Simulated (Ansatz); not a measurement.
# V (Im-3m) in Ansatz: settings compared, part 2 of 2

Ansatz 0.2.0. The steps go on from the part before.

## (4) Relaxation of cell and atoms, RPBE+D3(BJ), collinear spin, ferromagnetic start

input.yaml reads:

```yaml
crystal:
  lattice:
    - [-1.51435, 1.51435, 1.51435]
    - [1.51435, -1.51435, 1.51435]
    - [1.51435, 1.51435, -1.51435]
  atoms:
    - { symbol: V, position: [0.0, 0.0, 0.0], spin: 2.0 }
hamiltonian:
  xc: rpbe
  pseudopotentials: { kind: paw }
  dispersion: d3bj
magnetization:
  spin_polarized: true
kpoints:
  mp_grid: { grid: [12, 12, 12] }
scf:
  occupations: { method: fermi_dirac, width: 0.05 }
output:
  forces: true
  stress: true
  write_density: true
  write_potential: true
  elf: true
  volumetric_format: npy
relax:
  f_tol: 0.01
  max_steps: 40
  cell: { stress_tol: 0.05 }
```

The run is started by

```sh
ansatz run input.yaml --threads 2 --pin off --max-ram 5632MiB --backend cpu --events-out ev --progress --plain --runs-dir out
```

Wall time 11 s (2 threads of Intel Xeon at 2.70GHz, shared host); peak memory 0.34 GiB.

It converged, with:

```
Free energy                            : -2921.1605 eV
Relaxed volume                         : 10.69 Å³/atom
Relaxed cell                           : a = 2.404 Å, b = 2.404 Å, c = 2.404 Å, α = 109.47°, β = 109.47°, γ = 109.47°
Space group after relaxing (to 0.05 Å) : Im-3m (No. 229)
Energy gained by relaxing              : 557.1 meV/atom
Ionic steps                            : 8
Pressure after relaxing                : 0.0 GPa
Band gap on the k mesh                 : none (metal or under the smearing width)
Net moment                             : 0.00 μB per cell
Absolute moment                        : 0.00 μB per cell
```

The path:
```tsv
step	energy change (eV)	largest force (eV/Å)	volume (Å³)
1	0.0000	0.0000	13.89
2	-0.4486	0.0000	11.96
3	-0.5396	0.0000	10.19
4	-0.5604	0.0000	10.77
5	-0.5611	0.0000	10.69
6	-0.5571	0.0000	10.69
7	-0.5571	0.0000	10.69
8	-0.5571	0.0000	10.69
```

Final structure:
```
V
1.0
    -1.38767    1.38767    1.38767
     1.38767   -1.38767    1.38767
     1.38767    1.38767   -1.38767
V
1
Direct
  0.00000 0.00000 0.00000
```

Levels at points of the mesh, in eV from the Fermi level:
Spin up:
```tsv
k point	band 4	band 5	band 6	band 7	band 8	band 9
(0.00, 0.00, 0.00)	-36.34	-6.95	0.41	0.41	0.41	3.09
(0.00, 0.00, -0.50)	-36.37	-4.08	-1.70	2.72	3.18	3.65
(-0.50, -0.50, -0.50)	-37.54	-4.27	-4.27	4.96	4.96	4.96
```
Spin down:
```csv
k point,band 3,band 4,band 5,band 6,band 7,band 8,band 9,band 10
"(0.00, 0.00, 0.00)",-36.34,-36.34,-6.95,0.41,0.41,0.41,3.09,3.09
"(0.00, 0.00, -0.50)",-36.88,-36.37,-4.08,-1.70,2.72,3.18,3.65,5.52
"(-0.50, -0.50, -0.50)",-37.54,-37.54,-4.27,-4.27,4.96,4.96,4.96,12.71
```

Caveat: the volume moved by over 15 % at a fixed basis, so the end points are rough; the plane-wave basis is chosen anew once the cell has moved, so the energies of steps on either side of that aren't comparable; the volume moved by -23 % from the deposited cell, more than functionals usually miss; pairwise dispersion overbinds metals, which lowers pressure and volume; the PAW data sets come from PBE, with cores solved anew for the run's functional, which leaves a small shift of forces and pressure; the starting moments weren't kept.

## (5) Relaxation of cell and atoms, revPBE+D4, collinear spin, ferromagnetic start

Edit input.yaml of step 4 so:

```diff
@@ -8,5 +8,5 @@
 hamiltonian:
-  xc: rpbe
+  xc: revpbe
   pseudopotentials: { kind: paw }
-  dispersion: d3bj
+  dispersion: d4
 magnetization:
@@ -20,6 +20,2 @@
   stress: true
-  write_density: true
-  write_potential: true
-  elf: true
-  volumetric_format: npy
 relax:
```

Potentials or basis: Ansatz PAW.

The run is started by

```sh
ansatz run input.yaml --threads 2 --pin off --max-ram 5632MiB --backend cpu --events-out ev --progress --plain --runs-dir out
```

The program printed:

```text
Warning: RAYON_NUM_THREADS=2 ignored (pool sized by the plan → 2); use --threads N
Engine: ansatz 0.2.0, x86_64-unknown-linux-gnu
Pseudopotentials: kind: paw
Pseudopotential: V, paw, valence charge 13, recommended cutoff 420 eV (normal), V.paw.azcp
Functional definition: revPBE
  parameter kappa = 1.245
  parameter beta = 0.06672455060314922
  exchange = pbe_x(kappa = kappa, mu = beta*pi^2/3)
  correlation = pbe_c(beta = beta)
Crystal: 1 atoms, lattice volume = 13.891 Å³
Basis set: ecut = 420 eV, 249 PW (Γ), exchange–correlation on 36×36×36 points (8 copies of the dense FFT grid, shifted against one another)
Bands: 12, of which v1, the nominal top of the filled ones, is band 7 counted from 1 (6 counted from 0)
Symmetry: 48 space group operations
Space group: Im-3m (ITA 229), of the structure as read, at distance tolerance 2.4e-5 Å
Magnetic group: BNS 229.140 (UNI 1642), of the structure as read, at distance tolerance 2.4e-5 Å
k-points: 72 of 1728
Non-local potential: V, projectors of the file, l = 0: 3, l = 1: 2, l = 2: 3, l = 3: 1
PAW form: soft (Blöchl's): semilocal exchange-correlation on the pseudo side does not see the compensation charge
PAW frozen core: V, regenerated for the run's functional, and the local potential with it (the file was generated under x = pbe(κ = 0.804, μ = 0.2195149727645171), c = pbe(β = 0.06672455060314922))
PAW one-centre angular grid: V, 590 points (default); XC on 64 Gauss nodes
Initial density: superposition of atomic densities (chi_scale 0.1, normalization cell)
Starting moments: Σ|m| = 2 μB on 1 of 1 site
Initial wavefunctions: pseudopotential atomic-orbital guess
Functional: x = revpbe(κ = 1.245, μ = 0.2195149727645171), c = pbe(β = 0.06672455060314922)
SCF iter   1: F=—  HF=-2915.899893 eV  |F-HF|=—  |Δ(HF+E_count)|=         —  Δρ=1.20e-1 (↑1.20e-1 ↓3.84e-2)  dr2=1.35e0  dr2_m=6.84e-1  M=1.097 μB ∫|m|=1.097 μB  β_m=0.30  ethr=3.10e-3  ⟨swp⟩=4.0  Hψ=8015  notcnv=0
Mixer restart at iter 1: flushing history
[... 86 lines left out ...]
SCF converged after 8 iterations
Magnetization: 0.0000 μB (6.5000 up, 6.5000 down)
Absolute magnetization: 0.0000 μB (∫|ρ↑−ρ↓|, with the PAW one-centre terms)
Spin contamination: 0.0000 ħ² per cell (⟨S²⟩ above its minimum at these occupations)
Per-site moments (μB) at R_I (Å): [(1.5886792981000126e-6, 1.0646173002238366)]
Free energy (F): -2916.076648 eV
Harris-Foulkes:  -2916.076648 eV  (|F-HF|=4.55e-13)
Internal energy: -2916.058932 eV  (E = F + TS)
E sigma→0 (E₀):  -2916.067790 eV
Entropy (-TS):   -0.017715 eV (-17.715 meV/atom)
Fermi energy:    16.946294 eV
--- Per-component energies (eV) ---
  E_band       = -139.258006
  E_kinetic    = 337.035014
  E_local      = -880.521960  (includes V_loc(G=0)·N_el)
  E_nonlocal   = -46.345095
  E_hartree    = 406.946279
  E_xc         = -130.844626
  E_vxc        = -165.707999  (∫ρ·V_xc dr)
  E_paw        = -1115.901968  (= ΣΔE_a)
  E_vpaw       = -197.610826  (= ΣTr[D̂ρ^β])
  E_aug_tail   = 0.000260  (compensation charges beyond the density's cutoff)
  E_ewald      = -1485.865468
  E_disp       = -0.524037  (pairwise vdW)
  E_core_change = -0.037333  (= ΣΔE_core)
  E_smearing   = -0.017715  (= −TS)
  E_closure    = 0.000000  (closes the sum)
  Σ components = -2916.076648   (vs F -2916.076648, Δ=0.00e0)
--- Forces (eV/Å), atoms counted from 1 ---
  atom   1  V     -0.00000000    -0.00000000     0.00000000
  max |Σ_I F_I| component: 1.80e-32 eV/Å
--- Stress (GPa, compression-positive) ---
        0.022175       0.000000      -0.000000
        0.000000       0.022175      -0.000000
       -0.000000      -0.000000       0.022175
  P = ⅓ Tr σ = 0.0222 GPa (0.222 kbar)
--- Relaxed structure (4 steps of the walk, 4 accepted, 1 SCFs on fresh bases) ---
  F+E_penalty+E_count = -2916.07664756 eV   max|allowed force component| = 0.000e0 eV/Å   (the final SCF, on the basis selected at the relaxed cell)
  cell:  # Å, volume = 13.2339 Å³
    - [-1.4900777814985806, 1.4900777814985806, 1.4900777814985808]
    - [1.4900777814985806, -1.4900777814985806, 1.4900777814985808]
    - [1.4900777814985806, 1.4900777814985806, -1.4900777814985808]
  atoms:
    - { symbol: V, position: [0.0, 0.0, 0.0] }
```

Run time: 8 s. Hardware: 2 threads of Intel Xeon at 2.70GHz, shared host; peak memory 0.33 GiB.

Results:

```yaml
Free_energy: -2916.0766 eV
Relaxed_volume: 13.23 Å³/atom
Relaxed_cell: a = 2.581 Å, b = 2.581 Å, c = 2.581 Å, α = 109.47°, β = 109.47°, γ = 109.47°
Space_group_after_relaxing_to_0.05_Å: Im-3m (No. 229)
Energy_gained_by_relaxing: 17.3 meV/atom
Ionic_steps: 5
Pressure_after_relaxing: 0.0 GPa
Net_moment: 0.00 μB per cell
Absolute_moment: 0.00 μB per cell
```

Step by step:
```
step  energy change (eV)  largest force (eV/Å)  volume (Å³)
   1              0.0000                0.0000        13.89
   2             -0.0175                0.0000        13.14
   3             -0.0178                0.0000        13.24
   4             -0.0178                0.0000        13.23
   5             -0.0173                0.0000        13.23
```

Final structure:
```
V
1.0
    -1.49008    1.49008    1.49008
     1.49008   -1.49008    1.49008
     1.49008    1.49008   -1.49008
V
1
Cartesian
  0.0000 0.0000 0.0000
```

Caveat: the plane-wave basis is chosen anew once the cell has moved, so the energies of steps on either side of that aren't comparable; the PAW data sets come from PBE, with cores solved anew for the run's functional, which leaves a small shift of forces and pressure; the starting moments weren't kept.

## (6) The runs side by side

```csv
level,gap on the mesh (eV),pressure (GPa),moment (μB),relaxed volume (Å³/atom)
PBE+D3(BJ),-,0.0,0.00,12.84
PBE+D4,none,0.0,0.00,13.18
RPBE+D3(BJ),none,0.0,0.00,10.69
revPBE+D4,-,0.0,0.00,13.23
```

Alike in all rows: task relaxation of cell and atoms; potentials or basis Ansatz PAW; spin collinear, ferromagnetic start; cell relaxed; k mesh 12 × 12 × 12; cutoff (eV) 420; smearing fermi-dirac 0.05 eV.

Caveats: the plane-wave basis is chosen anew once the cell has moved, so the energies of steps on either side of that aren't comparable; the starting moments weren't kept; pairwise dispersion overbinds metals, which lowers pressure and volume (some runs); the PAW data sets come from PBE, with cores solved anew for the run's functional, which leaves a small shift of forces and pressure (some runs); the volume moved by over 15 % at a fixed basis, so the end points are rough (some runs); the volume moved by -23 % from the deposited cell, more than functionals usually miss (some runs).

Absolute energies hang on the potentials; compare differences alone.
